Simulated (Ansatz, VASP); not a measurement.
# BAs: VASP beside Ansatz

The input POSCAR:

```
BAs
1.0
    0.0000000000      2.3918700258      2.3918700258
    2.3918700258      0.0000000000      2.3918700258
    2.3918700258      2.3918700258      0.0000000000
B As
1 1
Direct
    0.0000000000      0.0000000000      0.0000000000
    0.2500000000      0.2500000000      0.2500000000
```

INCAR.step1

```
PREC = Accurate
ENCUT = 520
EDIFF = 1E-5
ISMEAR = 0
SIGMA = 0.01
LREAL = False
LASPH = True
NELM = 100
ALGO = Normal
ISIF = 2
LWAVE = True
LCHARG = False
GGA = PE
NBANDS = 11
```

INCAR.step2

```
PREC = Accurate
ENCUT = 520
EDIFF = 1E-7
ISMEAR = 0
SIGMA = 0.01
LREAL = False
LASPH = True
NELM = 100
ALGO = Normal
ISIF = 2
LWAVE = False
LCHARG = False
GGA = PE
LHFCALC = True
AEXX = 1.0
ALDAC = 0.0
AGGAC = 0.0
PRECFOCK = Normal
HFRCUT = -1
ISTART = 1
NBANDS = 11
```

Contents of KPOINTS:

```
Automatic mesh
0
Gamma
  6 6 6
```

Input for Ansatz:

```yaml
crystal:
  lattice:
    - [0.0, 2.3918700258, 2.3918700258]
    - [2.3918700258, 0.0, 2.3918700258]
    - [2.3918700258, 2.3918700258, 0.0]
  atoms:
    - { symbol: B, position: [0.0, 0.0, 0.0] }
    - { symbol: As, position: [0.25, 0.25, 0.25] }
kpoints:
  mp_grid: { grid: [6, 6, 6] }
  band_path:
    path:
      - [0.0, 0.0, 0.0]
      - [-0.5, -0.5, 0.0]
      - [-0.375, -0.375, 0.25]
      - [-0.375, 0.0, 0.375]
      - [0.0, 0.0, 0.5]
      - [-0.5, -0.25, 0.25]
      - [0.0, 0.398437, 0.398438]
    npoints: 1
hamiltonian:
  xc: hf
scf:
  occupations: { method: fixed }
  n_extra_bands: 4
output:
  forces: true
  stress: true
  eigenvalues: true
```

Alike in both runs: task single point; functional HF; k mesh 6 × 6 × 6; no spin polarisation.

```csv
,VASP,Ansatz
version,VASP 6.6.1,Ansatz 0.2.0
potentials or method,"VASP PAW PBE potentials, release 64 (B, As)","plane waves, PAW"
plane-wave cutoff (eV),520,420
occupations,"gaussian, width 0.01 eV",fixed
valence electrons in the cell,8,18
```

```tsv
	VASP	Ansatz	Ansatz less VASP
gap on the k mesh at the Fermi level (eV)	7.54	7.41	-0.125
pressure (GPa)	1.6	4.3	+2.70
```

The two sets of potentials don't hold the same shells in valence. Ansatz warned: «stress_exchange_threshold_loose».

Caveats: the PAW data sets were made with another functional, which shifts forces and pressure a little (VASP). A k mesh can miss the band edges.
